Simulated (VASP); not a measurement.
# PbF₂: kernels and solvers of the Casida equation on one ground state

PbF₂, Fm-3m (no. 225), 3 atoms in the cell. DDH, TDDFT by the Casida equation; PAW potentials Pb_d_GW, F_GW (PBE set).

## Input

INCAR.step1:
```
  PREC = Accurate
  ENCUT = 490
  ISMEAR = 0
  SIGMA = 0.02
  EDIFF = 1E-8
  LASPH = T
  KPAR = 4
  LWAVE = F
  LCHARG = F
  LEPSILON = T
  LRPA = T
```

INCAR.step2:
```
  PREC = Accurate
  ENCUT = 490
  ISMEAR = 0
  SIGMA = 0.02
  EDIFF = 1E-5
  LASPH = T
  KPAR = 4
  LWAVE = T
  LCHARG = F
  NBANDS = 31
```

INCAR.step3:
```
  PREC = Accurate
  ENCUT = 490
  ISMEAR = 0
  SIGMA = 0.02
  EDIFF = 1E-7
  LASPH = T
  KPAR = 4
  LWAVE = T
  LCHARG = F
  LOPTICS = T
  ALGO = Normal
  NBANDS = 31
  NEDOS = 2000
  CSHIFT = 0.1
  GGA = PE
  LHFCALC = T
  LMODELHF = T
  AEXX = 0.3187
  HFSCREEN = 1.48
  ISTART = 1
  PRECFOCK = Fast
```

INCAR.step4:
```
  PREC = Accurate
  ENCUT = 490
  ISMEAR = 0
  SIGMA = 0.02
  EDIFF = 1E-7
  LASPH = T
  KPAR = 4
  LWAVE = F
  LCHARG = F
  ALGO = TDHF
  NBANDS = 31
  NBANDSO = 4
  NBANDSV = 4
  IBSE = 2
  NBSEEIG = 4
  LHARTREE = T
  LADDER = T
  LFXC = F
  ENCUTGW = 150
  GGA = PE
  LHFCALC = T
  LMODELHF = T
  AEXX = 0.3187
  HFSCREEN = 1.48
  ISTART = 1
  PRECFOCK = Fast
  ANTIRES = 0
  OMEGAMAX = 25
  CSHIFT = 0.15
  NOMEGA = 1000
```

INCAR.step5, as INCAR.step4 but for:
```
- ANTIRES = 0
+ ANTIRES = 1
```

INCAR.step6 changes the same tag again: ANTIRES = 2.

INCAR.step7, as INCAR.step6 but for:
```
- LHARTREE = T
- LADDER = T
- ANTIRES = 2
+ LHARTREE = F
+ LADDER = F
+ ANTIRES = 0
```

INCAR.step8, as INCAR.step7 but for:
```
- LHARTREE = F
- ANTIRES = 0
+ LHARTREE = T
+ ANTIRES = 2
```

INCAR.step9, as INCAR.step8 but for:
```
- IBSE = 2
- LADDER = F
- ANTIRES = 2
+ IBSE = 3
+ LADDER = T
+ ANTIRES = 0
+ BSEPREC = High
```

INCAR.step10, as INCAR.step9 but for:
```
- IBSE = 3
- BSEPREC = High
+ IBSE = 1
```

INCAR.step11, as INCAR.step10 but for:
```
- IBSE = 1
+ IBSE = 0
```

INCAR.step12, as INCAR.step11 but for:
```
- IBSE = 0
+ IBSE = 2
+ LTRIPLET = T
```

INCAR.step13, as INCAR.step12 but for:
```
- LHARTREE = T
- LTRIPLET = T
+ LHARTREE = F
```

INCAR.step14, as INCAR.step13 but for:
```
- LHARTREE = F
- LFXC = F
+ LHARTREE = T
+ LFXC = T
```

INCAR.step15, as INCAR.step14 but for:
```
- KPAR = 4
- IBSE = 2
- LFXC = T
+ IBSE = 0
+ LFXC = F
```

KPOINTS.step1:
```
k-points
0
Gamma
  8 8 8
```

KPOINTS.step2:
```
k-points
0
Gamma
  6 6 6
```

POSCAR:
```
PbF2
1.0
    0.0000000000      2.9636600000      2.9636600000
    2.9636600000      0.0000000000      2.9636600000
    2.9636600000      2.9636600000      0.0000000000
Pb F
1 2
Direct
    0.0000000000      0.0000000000      0.0000000000
    0.7500000000      0.7500000000      0.7500000000
    0.2500000000      0.2500000000      0.2500000000
```

Commands (each step's output is kept before the next begins):
```
cat potpaw_PBE.64/Pb_d_GW/POTCAR potpaw_PBE.64/F_GW/POTCAR > POTCAR
cp INCAR.step1 INCAR
cp KPOINTS.step1 KPOINTS
mpirun -np 4 vasp_std > vasp.out
rm WAVECAR CHG
cp INCAR.step2 INCAR
cp KPOINTS.step2 KPOINTS
mpirun -np 4 vasp_std > vasp.out
cp INCAR.step3 INCAR
mpirun -np 4 vasp_std > vasp.out
cp INCAR.step4 INCAR
mpirun -np 4 vasp_std > vasp.out
cp INCAR.step5 INCAR
mpirun -np 4 vasp_std > vasp.out
cp INCAR.step6 INCAR
mpirun -np 4 vasp_std > vasp.out
cp INCAR.step7 INCAR
mpirun -np 4 vasp_std > vasp.out
cp INCAR.step8 INCAR
mpirun -np 4 vasp_std > vasp.out
cp INCAR.step9 INCAR
mpirun -np 4 vasp_std > vasp.out
cp INCAR.step10 INCAR
mpirun -np 4 vasp_std > vasp.out
cp INCAR.step11 INCAR
mpirun -np 4 vasp_std > vasp.out
cp INCAR.step12 INCAR
mpirun -np 4 vasp_std > vasp.out
cp INCAR.step13 INCAR
mpirun -np 4 vasp_std > vasp.out
cp INCAR.step14 INCAR
mpirun -np 4 vasp_std > vasp.out
cp INCAR.step15 INCAR
mpirun -np 1 vasp_std > vasp.out
```

## Result

- Direct gap on the mesh (eV): 7.46
- Gap on the mesh (eV): 7.37
- Bands: 31

One ground state, settings moved in the last step alone:

| Settings | ε at zero frequency | First excitation (eV) | First bright (eV) | Time (s) |
|---|---|---|---|---|
| LOPTICS | 2.33 | – | – | 2349 |
| Hartree and ladder terms, Tamm-Dancoff | 2.12 | 6.802 | 6.802 | 58 |
| Hartree and ladder terms, ANTIRES 1 | 2.07 | 6.832 | 6.832 | 86 |
| Hartree and ladder terms, ANTIRES 2 | 2.07 | 6.800 | 6.800 | 106 |
| independent particles | 1.93 | 7.457 | 7.457 | 16 |
| RPA: Hartree term alone, ANTIRES 2 | 1.81 | 7.462 | 7.462 | 71 |
| Lanczos (IBSE 3) | 2.12 | – | – | 59 |
| time evolution (IBSE 1) | 2.11 | – | – | 95 |
| KPAR with the old driver (IBSE 0) | – | – | – | no result |
| triplet | – | 6.504 | – | 39 |
| ladder without the Hartree term | 2.24 | 6.504 | 6.504 | 46 |
| with the local kernel | 2.13 | 6.792 | 6.792 | 65 |
| old driver (IBSE 0) on one core | 2.12 | 6.802 | 6.802 | 207 |

Make-up of the lowest excitation, one of several of nearly equal energy, so its shares depend on the choice among them:

| k point | From band | To band | Share |
|---|---|---|---|
| 0.500 0.000 0.500 | 15 | 16 | 0.32 |
| 0.500 0.500 0.000 | 15 | 16 | 0.31 |
| 0.000 0.500 0.500 | 15 | 16 | 0.18 |
| 0.500 0.167 0.500 | 15 | 16 | 0.01 |
| -0.500 -0.167 -0.500 | 15 | 16 | 0.01 |
| 0.500 0.500 0.167 | 15 | 16 | 0.01 |

AEXX = 0.3187 is one over the ε of the first step (3.1), and HFSCREEN = 1.48 comes from the density of valence electrons.

Limits: The 6×6×6 mesh is coarse for a spectrum: peaks stand apart that a denser mesh merges; spin-orbit coupling is left out, which can matter with atoms this heavy; the pairs hold 4 valence and 4 conduction bands, and what lies beyond is missing from ε.

VASP 6.6.1 took 3344 s on 4 cores (Intel Xeon 6975P-C (Granite Rapids)), a shared host.
